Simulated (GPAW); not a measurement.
# Si (I4/mmm) in GPAW: convergence with density grid spacing (A)

Aim: find how far density grid spacing (A) must go before the results for Si settle, at PBE. This setting moves, with any that are tied to it; all else stays.

Everything below comes from runs of GPAW 26.7.0. Logs are shortened: lines on timing, memory, paths and dates and some standing lists are left out, and cuts for length are marked. The log counts tension as positive stress, the text compression.

### Step 1. The structure

The structure is tetragonal, space group I4/mmm (No. 139). Conventional cell: a = 3.254 Å, b = 3.254 Å, c = 2.641 Å, α = 90.00°, β = 90.00°, γ = 90.00°. Si (site symmetry 4/mmm) is surrounded by 10 Si at 2.64 to 2.65 Å.

This isn't the form of Si at room conditions, which is diamond.

### Step 2. With density grid spacing (A) 0.24

Input file run.py:

```python
from ase.dft.bandgap import bandgap
from ase.io import read, write
from ase.units import GPa
from gpaw import GPAW, PW

atoms = read('POSCAR')

calc = GPAW(mode=PW(600),
            h=0.24,
            xc='PBE',
            kpts={'size': (13, 13, 13), 'gamma': True},
            occupations={'name': 'fermi-dirac', 'width': 0.05},
            nbands=8,
            convergence={'density': 1e-05, 'energy': 1e-05},
            maxiter=100,
            txt='gpaw.txt')
atoms.calc = calc
energy = atoms.get_potential_energy()
forces = atoms.get_forces()
stress = atoms.get_stress()
calc.write('gs.gpw')
write('result.traj', atoms)
print(f'Energy: {energy:.6f} eV')
print('Forces (eV/A):')
print(forces.round(4))
print('Stress (GPa):', (stress / GPa).round(3))
print('Fermi level:', round(calc.get_fermi_level(), 4), 'eV')
print(f'Gap: {bandgap(calc)[0]:.4f} eV, direct: {bandgap(calc, direct=True)[0]:.4f} eV')
```

Input file POSCAR:

```
Si
1.0
   -1.6269149300      1.6269149300      1.3203298500
    1.6269149300     -1.6269149300      1.3203298500
    1.6269149300      1.6269149300     -1.3203298500
Si
1
Direct
    0.0000000000      0.0000000000      0.0000000000
```

Potentials or basis: GPAW PAW data sets (gpaw-data 1.2.1), pw.

Run with:

```console
> OMP_NUM_THREADS=1 python run.py
```

Wall time 4.5 s (1 thread of AMD EPYC 9R45 (Zen 5), shared host); peak memory 0.15 GiB.

Results:

| Property | Result |
| --- | --- |
| Free energy | -4.9005 eV |
| Pressure | 4.1 GPa |
| Band gap on the k mesh | none (metal or under the smearing width) |

### Step 3. With density grid spacing (A) 0.2

Changes to run.py since step 2:

```diff
@@ -8,3 +8,3 @@
 calc = GPAW(mode=PW(600),
-            h=0.24,
+            h=0.2,
             xc='PBE',
```

POSCAR is that of step 2.

Potentials or basis: GPAW PAW data sets (gpaw-data 1.2.1), pw.

Run with:

```console
> OMP_NUM_THREADS=1 python run.py
```

It took 4.8 s on 1 thread of AMD EPYC 9R45 (Zen 5), shared host; peak memory 0.15 GiB.

What came out:

- Free energy: -4.9006 eV
- Pressure: 4.1 GPa
- Band gap on the k mesh: none (metal or under the smearing width)

### Step 4. With density grid spacing (A) 0.17

Changes to run.py since step 3:

```diff
@@ -8,3 +8,3 @@
 calc = GPAW(mode=PW(600),
-            h=0.2,
+            h=0.17,
             xc='PBE',
```

POSCAR is that of step 3.

Run with:

```console
> OMP_NUM_THREADS=1 python run.py
```

It took 5.9 s on 1 thread of AMD EPYC 9R45 (Zen 5), shared host; peak memory 0.15 GiB.

What came out:

| Item | Value |
| --- | --- |
| Free energy | -4.9006 eV |
| Pressure | 4.1 GPa |
| Band gap on the k mesh | none (metal or under the smearing width) |

### Step 5. With density grid spacing (A) 0.15

Changes to run.py since step 4:

```diff
@@ -8,3 +8,3 @@
 calc = GPAW(mode=PW(600),
-            h=0.17,
+            h=0.15,
             xc='PBE',
```

POSCAR is that of step 4.

Run with:

```console
> OMP_NUM_THREADS=1 python run.py
```

Run time: 9.3 s. Hardware: 1 thread of AMD EPYC 9R45 (Zen 5), shared host; peak memory 0.15 GiB.

The run converged. Its results:

```yaml
Free_energy: -4.9006 eV
Pressure: 4.1 GPa
Band_gap_on_the_k_mesh: none (metal or under the smearing width)
```

### Step 6. With density grid spacing (A) 0.13

Changes to run.py since step 5:

```diff
@@ -8,3 +8,3 @@
 calc = GPAW(mode=PW(600),
-            h=0.15,
+            h=0.13,
             xc='PBE',
```

POSCAR is that of step 5.

Potentials or basis: GPAW PAW data sets (gpaw-data 1.2.1), pw.

Run with:

```console
> OMP_NUM_THREADS=1 python run.py
```

Run time: 13 s. Hardware: 1 thread of AMD EPYC 9R45 (Zen 5), shared host; peak memory 0.16 GiB.

Results (log left out):

- Free energy: -4.9006 eV
- Pressure: 4.1 GPa
- Band gap on the k mesh: none (metal or under the smearing width)

### Step 7. With density grid spacing (A) 0.11

Changes to run.py since step 6:

```diff
@@ -8,3 +8,3 @@
 calc = GPAW(mode=PW(600),
-            h=0.13,
+            h=0.11,
             xc='PBE',
```

POSCAR is that of step 6.

Run with:

```console
> OMP_NUM_THREADS=1 python run.py
```

Run time: 13 s. Hardware: 1 thread of AMD EPYC 9R45 (Zen 5), shared host; peak memory 0.16 GiB.

The run converged. Its results:

| Item | Value |
| --- | --- |
| Free energy | -4.9006 eV |
| Pressure | 4.1 GPa |
| Band gap on the k mesh | none (metal or under the smearing width) |

### Step 8. With density grid spacing (A) 0.09

Changes to run.py since step 7:

```diff
@@ -8,3 +8,3 @@
 calc = GPAW(mode=PW(600),
-            h=0.11,
+            h=0.09,
             xc='PBE',
```

POSCAR is that of step 7.

Potentials or basis: GPAW PAW data sets (gpaw-data 1.2.1), pw.

Run with:

```console
> OMP_NUM_THREADS=1 python run.py
```

gpaw.txt:

```text
__  _  _
 | _ |_)|_||  |
 |__||  | ||/\| - 26.7.0

Input parameters:
  mode=PW(ecut=600.0),
  convergence={'density': 1e-05, 'energy': 1e-05},
  h=0.09,
  kpts=MonkhorstPack(size=(13, 13, 13), gamma=True),
  maxiter=100,
  nbands=8,
  occupations=Occupations(name='fermi-dirac', width=0.05),
  xc=XC(name='PBE')

Diagonalizing LCAO Hamiltonian
Converting LCAO to pw mode

       Si

Atoms  # Å, Bohr magnetons
|   | symbol |        x |        y |        z |    initial magnetic moments |
|---|--------|----------|----------|----------|-----------------------------|
| 0 |     Si | 0.000000 | 0.000000 | 0.000000 | ( 0.0000,  0.0000,  0.0000) |

Unit cell  # Å
| periodic |         x |         y |         z |  lengths |     angles |
|----------|-----------|-----------|-----------|----------|------------|
|      yes | -1.626915 |  1.626915 |  1.320330 | 2.652730 | 104.343234 |
|      yes |  1.626915 | -1.626915 |  1.320330 | 2.652730 | 104.343234 |
|      yes |  1.626915 |  1.626915 | -1.320330 | 2.652730 | 120.300802 |

Number of symmetries: 16
Symmetry operations  # r_c * U_cc + t_c -> r_c
|    | kind |            matrix            |
|----|------|------------------------------|
|  0 |  σ   |  1, 1, 1,  0, 0,-1,  0,-1, 0 |
|  1 |  C4  |  1, 1, 1,  0, 0,-1, -1, 0, 0 |
|  2 |  E   |  1, 0, 0,  0, 1, 0,  0, 0, 1 |
|  3 |  σ   |  1, 0, 0,  0, 1, 0, -1,-1,-1 |
|  4 |  σ   |  0, 1, 0,  1, 0, 0,  0, 0, 1 |
|  5 |  C2  |  0, 1, 0,  1, 0, 0, -1,-1,-1 |
|  6 |  C2  |  0, 0, 1, -1,-1,-1,  1, 0, 0 |
|  7 |  S4  |  0, 0, 1, -1,-1,-1,  0, 1, 0 |
|  8 |  C4  |  0, 0,-1,  1, 1, 1,  0,-1, 0 |
|  9 |  σ   |  0, 0,-1,  1, 1, 1, -1, 0, 0 |
| 10 |  σ   |  0,-1, 0, -1, 0, 0,  1, 1, 1 |
| 11 |  C2  |  0,-1, 0, -1, 0, 0,  0, 0,-1 |
| 12 |  C2  | -1, 0, 0,  0,-1, 0,  1, 1, 1 |
| 13 |  i   | -1, 0, 0,  0,-1, 0,  0, 0,-1 |
| 14 |  S4  | -1,-1,-1,  0, 0, 1,  1, 0, 0 |
| 15 |  C2  | -1,-1,-1,  0, 0, 1,  0, 1, 0 |

BZ-sampling:
  Number of BZ points: 2197
  Number of IBZ points: 196

  Monkhorst-Pack size: [13, 13, 13]
  Monkhorst-Pack shift: [0, 0, 0]

K-points  # in reciprocal-cell coordinates
|     |                                coordinates |     weight |
|-----|--------------------------------------------|------------|
|   0 | (  0.00000000,   0.00000000,   0.00000000) | 0.00045517 |
|   1 | (  0.07692308,  -0.07692308,   0.00000000) | 0.00182066 |
|   2 | (  0.07692308,  -0.07692308,   0.07692308) | 0.00182066 |
|   3 | (  0.07692308,   0.00000000,   0.00000000) | 0.00364133 |
|   4 | (  0.07692308,   0.07692308,  -0.07692308) | 0.00091033 |
|   5 | (  0.15384615,  -0.15384615,   0.00000000) | 0.00182066 |
|   6 | (  0.15384615,  -0.15384615,   0.07692308) | 0.00364133 |
|   7 | (  0.15384615,  -0.15384615,   0.15384615) | 0.00182066 |
|   8 | (  0.15384615,  -0.07692308,   0.00000000) | 0.00728266 |
|   9 | (  0.15384615,  -0.07692308,   0.07692308) | 0.00364133 |
| ... |                                            |            |
| 195 | (  0.46153846,   0.46153846,   0.46153846) | 0.00364133 |

Plane wave coefficients: 481
Cutoff: 600.0 eV

Spin-components: 1 (collinear spins)
Bands:           8
Projectors:      5
Spin-degeneracy: 2
Datatype:        complex128

Parallelization:
  kpt:    1
  domain: 1
  band:   1

Density:
  Valence electrons: 4.0
  Components: 1
  Grid points: [30 30 30]
  Charge: 0.0  # |e|

Potential:
  Grid points: [30 30 30]

species:
  Si:
    name:    Silicon
    Z:       14.0
    valence: 4
    core:    10
    charge:  0.0  # [|e|]
    compensation charges:
      type: gauss
      rc: 0.33  # [Å]
      lmax: 2
    cutoffs:
      filter: 1.86  # [Å]
      core: 2.06  # [Å]
    projectors
    | kind |    occ | energy [eV] | rcut [Å] |
    |------|--------|-------------|----------|
    |   3s |  2.000 |     -10.812 |    1.058 |
    |   3p |  2.000 |      -4.081 |    1.058 |
    |    s |        |      16.399 |    1.058 |
    |    p |        |      23.130 |    1.058 |
    |    d |        |       0.000 |    1.058 |

    Using partial waves for Si as LCAO basis

Reference energy: -7886.344250  # eV

eigensolver:
  PPCG
  Converge bands: occupied
  niter=2

density mixing:
  MSR1-Mixer
  Pratt-step length: 0.05
  Maximum mixing coefficient: 0.75
  Old densities: 10
  SVD Regularization: 0.005
  Good broyden scale: 1.0
  Trust region scale: 1.0
  Backstep threshold: 4.0
  History deletion threshold: 6.0
  Fourier metric: weight=20.0, sigma=0.015

occupation numbers:
  Fermi-Dirac:
    width: 0.0500  # eV

poisson solver:
  ecut: 4800.0  # eV

xc functional:
  name: PBE with 2 nearest neighbor stencil

convergence criteria:
- Maximum integral of absolute [dens]ity change: 1e-05 electrons / valence electron
- Maximum [total energy] change in last 3 cyles: 1e-05 eV / valence electron
- Maximum integral of absolute [eigenst]ate change: 4e-08 eV^2 / valence electron
maximum number of iterations: 100

SCF iterations
|iter     | |      energy | eigst |  dens |
|---------|-|-------------|-------|-------|
|iter:   1| |   -4.891229 | +0.05 |       |
|iter:   2| |   -4.892791 | -3.11 | -1.18 |
|iter:   3| |   -4.897456 | -3.46 | -1.20 |
|iter:   4| |   -4.898161 | -4.17 | -1.73 |
|iter:   5| |   -4.898170 | -6.06 | -2.75 |
|iter:   6| |   -4.898171c| -7.18 | -3.31 |
|iter:   7| |   -4.898171c| -8.27c| -4.51 |
|iter:   8| |   -4.898171c| -8.85c| -5.08c|

Converged in 8 steps
Energy contributions relative to reference atoms: (reference = -7886.344250)

Energy contributions:
  Kinetic:           4.986874
  Coulomb:          -3.027771
  Zero:             -0.022999
  External:          0.000000
  Xc:               -6.831848
  Entropy:          -0.004853
  Spinorbit:         0.000000
  ----------------------------
  Free energy:      -4.900597
  Extrapolated:     -4.898171

dipole moment: (-3.550534, -3.550534, -2.881451)  # |e|*Ang

Fermi level: 9.832
Eigenvalues  # (at kpt = [0.000, 0.000, 0.000])
| band index |      eig [eV] | occ [0-2] |
|------------|---------------|-----------|
|          0 |        -4.901 |     2.000 |
|          1 |        19.429 |     0.000 |
|          2 |        20.039 |     0.000 |
|          3 |        20.039 |     0.000 |
|          4 |        22.871 |     0.000 |
|          5 |        23.797 |     0.000 |
|          6 |        25.139 |     0.000 |
|          7 |        25.139 |     0.000 |

No gap
No difference between direct/indirect transitions

Forces  # eV/Ang
|        x |       y |       z |
|----------|---------|---------|
| -0.00000 | 0.00000 | 0.00000 |  # Si   0

Stress tensor  # eV/Ang^3
|         x |         y |         z |
|-----------|-----------|-----------|
| -0.031409 |  0.000000 |  0.000000 |
|  0.000000 | -0.031409 |  0.000000 |
|  0.000000 |  0.000000 | -0.013649 |

# Writing to gs.gpw (mode='')
```

It took 23 s on 1 thread of AMD EPYC 9R45 (Zen 5), shared host; peak memory 0.18 GiB.

What came out:

| Item | Value |
| --- | --- |
| Free energy | -4.9006 eV |
| Pressure | 4.1 GPa |
| Band gap on the k mesh | none (metal or under the smearing width) |

### Step 9. Summary

| density grid spacing (A) | energy less the tightest run, at zero smearing (meV/atom) | SCF cycles | CPU time (s) | peak memory (GiB) |
| --- | --- | --- | --- | --- |
| 0.24 | 0.10 | 8 | 4.1 | 0.15 |
| 0.2 | 0.00 | 8 | 4.8 | 0.15 |
| 0.17 | 0.00 | 8 | 5.9 | 0.15 |
| 0.15 | 0.00 | 8 | 9.3 | 0.15 |
| 0.13 | 0.00 | 8 | 13 | 0.16 |
| 0.11 | 0.00 | 8 | 13 | 0.16 |
| 0.09 | 0.00 | 8 | 23 | 0.18 |

Against the tightest run, the energy stays within 1 meV/atom from 0.24 on. The tightest run that finished is the yardstick and may itself not be fully converged.
